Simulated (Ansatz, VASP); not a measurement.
Two plane-wave programs on InP

```
In P
1.0
     0.00000    2.73057    2.62298
     2.73057    0.00000    2.62298
     2.73057    2.73057    0.00000
In P
1 1
Direct
  0.00000 0.00000 0.00000
  0.50000 0.50000 0.50000
```

Alike in both runs: task single point; functional PBE; k mesh 20 × 20 × 20; occupations gaussian, width 0.15 eV; no spin polarisation.

```csv
,VASP,Ansatz
version,VASP 6.6.1,Ansatz 0.2.0
potentials or method,"VASP PAW PBE potentials, release 64 (In_d, P)","scalar-relativistic, plane waves, PAW"
plane-wave cutoff (eV),520,420
valence electrons in the cell,18,18
```

```tsv
	VASP	Ansatz	Ansatz less VASP
gap on the k mesh at the Fermi level (eV)	none	none	-
pressure (GPa)	7.7	7.8	+0.06
largest component of the traceless stress (GPa)	4.53	4.56	+0.023
```

A gap of «none» marks a metal or a gap that the smearing closes. With one functional, cell and mesh, what is left measures potentials, basis and numerics.
